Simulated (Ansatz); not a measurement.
Runs of Ansatz 0.2.0 on HgTe (Coloradoite). The structure is cubic, space group F-43m (No. 216). Conventional cell: a = 6.429 Å, b = 6.429 Å, c = 6.429 Å, α = 90.00°, β = 90.00°, γ = 90.00°. Hg (site symmetry -43m) has 4 Te at 2.78 Å as nearest neighbours. Te (site symmetry -43m) has 4 Hg at 2.78 Å as nearest neighbours. 

```csv
task,level,potentials or basis,spin,cell,k mesh,cutoff (eV),pressure (GPa),relaxed volume (Å³/atom)
band structure,PBEsol,"all-electron LAPW, relativistic spinors","SOC, no magnetisation",as given,5 × 5 × 5,262,1.4,-
relaxation of cell and atoms,BLYP+D3(BJ),"all-electron LAPW, scalar-relativistic",off,relaxed,7 × 7 × 7,-,0.0,35.39
band structure,BLYP,"all-electron LAPW, scalar-relativistic",off,as given,7 × 7 × 7,262,7.8,-
relaxation of cell and atoms,revPBE+D3(BJ),"all-electron LAPW, scalar-relativistic",off,relaxed,7 × 7 × 7,-,0.0,(a)
```

Alike in all rows: smearing fermi-dirac 0.05 eV; basis error allowed 0.001 eV/atom.

**Question.** Estimate the missing entries.

**Answer.** (a) 34.60.

Caveats: the k mesh is thin for a metal, which can move the energy by tens of meV per atom (some runs).

Runs at the PBE level aren't shown here.
